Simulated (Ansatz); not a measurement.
# CoSi2/ZnS/NiSi2: predicting the conductance of a thicker barrier

How it was computed: Ansatz 0.2.0, plane waves with PAW datasets, PBE. Interfaces are relaxed in a short slab (with D3(BJ) where the barrier is layered), set between ideal electrode layers that go on as semi-infinite leads, and the zero-bias conductance G at 300 K comes from T(E) on a typed mesh. The error is the largest of the program's estimates from energy step, mesh, the leads' potential steps and neutrality; its separate bound for narrow resonances between the energies solved isn't counted and can be far larger. The lower electrode is CoSi2 (fluorite 111 turned by 180 degrees  type B), the upper NiSi2 (fluorite 111 turned by 180 degrees  type B) and the barrier ZnS (wurtzite 0001), on a net of side 3.82 Å; d is the distance between the electrodes' last planes.

Runs in hand:

```
planes in the barrier  d (Å)  G (S/m²)  error (%)  lead step (meV)
                    4   8.80   3.93e13         26                8
                    8  15.12   8.92e11         23                8
```

Q: A further run has 12 planes, d = 21.45 Å. Fit G ∝ exp(−βd) to the rows shown and predict its conductance.

A: Through two points, β = ln(3.93e13 / 8.92e11) / (15.12 − 8.80) = 3.78 / 6.32 = 0.599 Å⁻¹. From the last point shown, G = 8.92e11 × exp(−0.599 × 6.33) = 2.01e10 S/m².

Check: The run gave 6.16e10 S/m², with an error estimate of 29 % and a lead step of 8 meV. The prediction is 0.327 times that, too low by a factor of 3.1. Step by step the slopes are 0.60 and 0.42 Å⁻¹, falling with thickness. How much of this is a real bend and how much error of the rows wasn't traced.

**Limits.** The interfaces are ideal, one cell wide, strained to a common net and relaxed from one registry with their symmetry kept. PBE's gaps are too small, so true decay constants are likely larger where the Fermi level lies deep in a gap. No spin-orbit coupling, phonons, disorder or image charges enter. The rows shown are chosen by tests on error estimates (under 100 to 120 %), lead steps (under 150 meV, though the program warns over 25), intact interfaces and, for fits, a steady trend in the rows shown; the data set holds 414 series of this kind, and not all pass.

[Logs are printed without paths, hosts, clocks, repeated set-up lines and the standing remarks that a program may print on its own settings, such as how far it seeks lower states.]
